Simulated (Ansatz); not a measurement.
input.yaml (Ansatz)

```yaml
crystal:
  lattice:
    - [-1.7739410565, 1.7739410565, 1.7739410565]
    - [1.7739410565, -1.7739410565, 1.7739410565]
    - [1.7739410565, 1.7739410565, -1.7739410565]
  atoms:
    - { symbol: Hf, position: [0.0, 0.0, 0.0] }
hamiltonian:
  xc: pbe
  pseudopotentials:
    kind: paw
    azcp:
      Hf: "pseudopotentials/Hf.paw.azcp"
basis:
  ecutwfc: 420
  fft_grid_basis: typed
kpoints:
  mp_grid: { grid: [20, 20, 20], shift: [0, 0, 0] }
magnetization:
  spin_polarized: false
scf:
  occupations: { method: fermi_dirac, width: 0.1 }
```

Output

```
Engine: ansatz 0.2.0, x86_64-unknown-linux-gnu
Pseudopotentials: kind: paw
Pseudopotential: Hf, paw, valence charge 26, recommended cutoff 420 eV (normal) 
Functional definition: PBE
  parameter kappa = 0.804
  parameter beta = 0.06672455060314922
  exchange = pbe_x(kappa = kappa, mu = beta*pi^2/3)
  correlation = pbe_c(beta = beta)
Crystal: 1 atoms, lattice volume = 22.329 Å³
Basis set: ecut = 420 eV, 429 PW (Γ)
Bands: 17, of which v1, the nominal top of the filled ones, is band 13 counted from 1 (12 counted from 0)
Symmetry: 48 space group operations
Space group: Im-3m (ITA 229), of the structure as read, at distance tolerance 2.8e-5 Å
k-points: 256 of 8000
Non-local potential: Hf, projectors of the file, l = 0: 3, l = 1: 2, l = 2: 2, l = 3: 3
PAW form: soft (Blöchl's): semilocal exchange-correlation on the pseudo side does not see the compensation charge
PAW one-centre angular grid: Hf, 590 points (default); XC on 64 Gauss nodes
Initial density: superposition of atomic densities (neutral atoms: chi_scale 0, normalization atom), corrected by the library's trained network
Initial wavefunctions: pseudopotential atomic-orbital guess
Functional: x = pbe(κ = 0.804, μ = 0.2195149727645171), c = pbe(β = 0.06672455060314922)
SCF iter   1: F=—  HF=-15721.214266 eV  |F-HF|=—  |Δ(HF+E_count)|=         —  Δρ=2.55e-3  dr2=6.64e-4  ethr=1.77e-3  ⟨swp⟩=4.8  Hψ=18306  notcnv=0
SCF iter   2: F=—  HF=-15721.214087 eV  |F-HF|=—  |Δ(HF+E_count)|=   1.80e-4  Δρ=1.52e-3  dr2=2.64e-4  ethr=2.56e-6  ⟨swp⟩=2.6  Hψ=9374  notcnv=0
SCF iter   3: F=—  HF=-15721.214068 eV  |F-HF|=—  |Δ(HF+E_count)|=   1.83e-5  Δρ=2.19e-4  dr2=7.69e-6  ethr=1.02e-6  ⟨swp⟩=1.8  Hψ=4868  notcnv=0
SCF iter   4: F=—  HF=-15721.214069 eV  |F-HF|=—  |Δ(HF+E_count)|=   1.02e-6  Δρ=1.04e-4  dr2=1.56e-6  ethr=2.96e-8  ⟨swp⟩=2.0  Hψ=7204  notcnv=0
SCF iter   5: F=—  HF=-15721.214069 eV  |F-HF|=—  |Δ(HF+E_count)|=   5.98e-7  Δρ=2.41e-5  dr2=7.96e-8  ethr=6.00e-9  ⟨swp⟩=2.1  Hψ=7569  notcnv=0
SCF iter   6: F=-15721.214068 eV  HF=-15721.214068 eV  |F-HF|=9.17e-9  |Δ(HF+E_count)|=   2.07e-7  Δρ=9.82e-6  dr2=2.08e-8  ethr=3.06e-10  ⟨swp⟩=3.5  Hψ=11448  notcnv=0
SCF 1 converged in 6 iterations: F = -15721.214068 eV  dr2 = 2.08e-8
SCF converged after 6 iterations
Free energy (F): -15721.214068 eV
Harris-Foulkes:  -15721.214068 eV  (|F-HF|=9.17e-9)
Internal energy: -15721.149810 eV  (E = F + TS)
E sigma→0 (E₀):  -15721.181939 eV
Entropy (-TS):   -0.064258 eV (-64.258 meV/atom)
Fermi energy:    19.598043 eV
--- Per-component energies (eV) ---
  E_band       = 38.122281
  E_kinetic    = 424.702376
  E_local      = -5064.321064  (includes V_loc(G=0)·N_el)
  E_nonlocal   = -1244.440079
  E_hartree    = 2383.126867
  E_xc         = -300.111014
  E_vxc        = -266.225167  (∫ρ·V_xc dr)
  E_paw        = -6927.708500  (= ΣΔE_a)
  E_vpaw       = 1422.164857  (= ΣTr[D̂ρ^β])
  E_aug_tail   = -0.000001  (compensation charges beyond the density's cutoff)
  E_ewald      = -4992.398394
  E_smearing   = -0.064258  (= −TS)
  E_closure    = -0.000000  (closes the sum)
  Σ components = -15721.214068   (vs F -15721.214068, Δ=0.00e0)
```

Launched by

```sh
ansatz run input.yaml --threads 1 --pin off --max-ram 3584MiB --backend cpu --events-out ev --progress --plain --runs-dir out
```

On 1 thread of Intel(R) Xeon(R) Platinum 8259CL CPU @ 2.50GHz (Skylake/Cascade Lake) (shared host) this took about 6.3 s of wall time and 6.2 s of CPU time.
